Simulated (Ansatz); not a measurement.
# C: zone-centre modes

All numbers below come from Ansatz, DFT PBEsol+D3(BJ), scalar-relativistic, plane waves, PAW. Cutoff 420 eV, 18×18×18 k-points (Γ-centred), Gaussian smearing of 0.02 eV. No spin polarisation. Phonons by linear response, acoustic sum rule imposed.

The cell, relaxed at this level:
```xyz
2
Lattice="0.0000 2.1282 3.3229 1.2295 0.0000 3.3229 1.2295 2.1282 0.0000" Properties=species:S:1:pos:R:3 pbc="T T T"
C     1.2295    0.7095    3.3229
C     1.2295    3.5468    3.3229
```

Optical modes at Γ; i marks an imaginary frequency:
```json
{"frequency (cm⁻¹)": "867", "degeneracy": "1"}
{"frequency (cm⁻¹)": "1561", "degeneracy": "1"}
{"frequency (cm⁻¹)": "1593", "degeneracy": "1"}
```

All 3 optical modes at Γ are real: no displacement of atoms at fixed cell lowers the energy to second order. Strains and modes at other wave vectors aren't tested by this run.

This form isn't the element's structure at ambient conditions.

Cost: 1 run of about 0.43 core-minutes, on AMD EPYC 7R43 (Zen 3) (shared hosts).